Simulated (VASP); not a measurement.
Write the native input for VASP 6.6.1 that does the following.

```
Task                   : single point
Functional             : PBE
Potentials or basis    : VASP PAW PBE potentials, release 64 (Co)
Cutoff                 : 520 eV
k mesh                 : 13 × 13 × 13
Occupations            : fermi-dirac, width 0.05 eV
Spin                   : collinear spin, ferromagnetic start
Starting moments       : [2.0] μB
Further INCAR settings : ALGO = Normal; EDIFF = 1e-07; NBANDS = 14
```

The structure of Co lies in POSCAR:

```
Co
1.0
    0.0032810000      1.7565740000      1.8039320000
    1.7670410000      0.0301760000      1.7770370000
    1.7683350000      1.7309730000      0.0288830000
Co
1
Direct
   -0.0119150000      0.0171600000     -0.0032860000
```

This isn't the form of Co at room conditions, which is hcp.

The cell isn't the ideal one: cell strained at random at fixed volume.

These files were run (other wordings do the same):

INCAR

```
SYSTEM = Co
  ALGO = Normal
  EDIFF = 1E-7
  ENCUT = 520
  GGA = PE
  ISIF = 2
  ISMEAR = -1
  ISPIN = 2
  LASPH = .True.
  LCHARG = .False.
  LMAXMIX = 4
  LORBIT = 11
  LREAL = .False.
  LWAVE = .False.
  MAGMOM = 2
  NBANDS = 14
  NELM = 100
  PREC = Accurate
  SIGMA = 0.05
```

KPOINTS

```
k-points
0
Gamma
  13 13 13
  0 0 0
```

Potentials or basis: VASP PAW PBE potentials, release 64 (Co).

Command:

```bash
$ cat potpaw_PBE.64/Co/POTCAR > POTCAR
$ mpirun -np 1 vasp_std > vasp.out
```

Results of the run:

| Quantity | Value |
| --- | --- |
| Pressure | 0.6 GPa |
| Band gap on the k mesh | none (metal or under the smearing width) |
| Net moment | 1.63 μB per cell |
| Site moments | Co +1.65 μB |
| Valence electrons inside the program's atomic spheres | Co 8.28 |

Wall time 9.9 min on 1 thread of AMD EPYC 7R43 64-Core Processor (Zen 3), on a shared host, peak memory 0.3 GiB.
